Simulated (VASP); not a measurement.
Pd, 16 atoms in the cell. The cell holds a slab with vacuum, 16 atoms: a = 5.501 Å, b = 5.501 Å, c = 23.238 Å, α = 90.00°, β = 90.00°, γ = 60.00°. The cell was built by a generator and needn't be a form met in nature.

```yaml
Program: VASP 6.6.1
Task: single point
Functional: RPBE
Dispersion: D3(BJ)
Potentials_or_basis: VASP PAW PBE potentials, release 64 (Pd)
Cutoff: 400 eV
k_mesh: 6 × 6 × 1
Occupations: methfessel-paxton, width 0.1 eV
Spin: no spin polarisation
Further_INCAR_settings: LREAL = Auto; ALGO = Normal; EDIFF = 1e-07; NBANDS = 94; ISYM = 0
```

Potentials or basis: VASP PAW PBE potentials, release 64 (Pd).

The run is started by

```sh
$ cat potpaw_PBE.64/Pd/POTCAR > POTCAR
$ mpirun -np 4 vasp_std > vasp.out
```

Hardware: 4 MPI ranks on Intel(R) Xeon(R) Platinum 8488C (Sapphire Rapids) (shared host).

Problem. How long does it take, and how much memory?

Solution. Run time: 18 min on 4 MPI ranks on Intel(R) Xeon(R) Platinum 8488C (Sapphire Rapids) (shared host), peak memory 0.8 GiB a rank. Counts: scf iterations 39, k points 20.
